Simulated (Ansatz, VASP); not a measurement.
GaN in VASP and in Ansatz

INCAR

```
PREC = Accurate
ENCUT = 600
EDIFF = 1E-6
ISMEAR = 0
SIGMA = 0.01
LREAL = F
LASPH = T
NELM = 60
ALGO = Normal
ISIF = 3
LWAVE = F
LCHARG = F
GGA = PE
IBRION = 2
NSW = 80
EDIFFG = -0.002
```

KPOINTS

```
Automatic mesh
0
Gamma
  8 8 5
```

Contents of POSCAR:

```
GaN
1.0
    3.1900000000      0.0000000000      0.0000000000
   -1.5950000000      2.7626210380      0.0000000000
    0.0000000000      0.0000000000      5.1900000000
Ga N
2 2
Direct
    0.3333333330      0.6666666670      0.0000000000
    0.6666666670      0.3333333330      0.5000000000
    0.3333333330      0.6666666670      0.3770000000
    0.6666666670      0.3333333330      0.8770000000
```

Input for Ansatz:

```yaml
crystal:
  lattice:
    - [3.19, 0.0, 0.0]
    - [-1.595, 2.762621038, 0.0]
    - [0.0, 0.0, 5.19]
  atoms:
    - { symbol: Ga, position: [0.333333333, 0.666666667, 0.0] }
    - { symbol: Ga, position: [0.666666667, 0.333333333, 0.5] }
    - { symbol: "N", position: [0.333333333, 0.666666667, 0.377] }
    - { symbol: "N", position: [0.666666667, 0.333333333, 0.877] }
scf:
  occupations: { method: fixed }
output:
  forces: true
  stress: true
  eigenvalues: true
  write_density: true
  write_potential: true
  elf: true
  volumetric_format: npy
hamiltonian:
  xc: pbe
kpoints:
  mp_grid: { grid: [8, 8, 5] }
basis:
  ecutwfc: 520
relax:
  f_tol: 0.002
  max_steps: 60
  cell: { stress_tol: 0.03 }
```

Alike in both runs: task relaxation of cell and atoms; functional PBE; k mesh 8 × 8 × 5; no spin polarisation.

|  | VASP | Ansatz |
| --- | --- | --- |
| version | VASP 6.6.1 | Ansatz 0.2.0 |
| potentials or method | VASP PAW PBE potentials, release 64 (Ga_d, N) | scalar-relativistic, plane waves, PAW |
| plane-wave cutoff (eV) | 600 | 520 |
| occupations | gaussian, width 0.01 eV | fixed |
| valence electrons in the cell | 36 | 36 |

Ansatz gave:

```
gap on the k mesh at the Fermi level, each at its own relaxed structure (eV) : 1.71
relaxed volume (Å³/atom)                                                     : 11.76
relaxed cell length with the largest relative difference (Å)                 : 5.243
energy change over the relaxation (meV/atom)                                 : -5
```

Task: Which values does VASP return?

Result: gap on the k mesh at the Fermi level, each at its own relaxed structure (eV): 1.72; relaxed volume (Å³/atom): 11.75; relaxed cell length with the largest relative difference (Å): 5.243; energy change over the relaxation (meV/atom): -5.
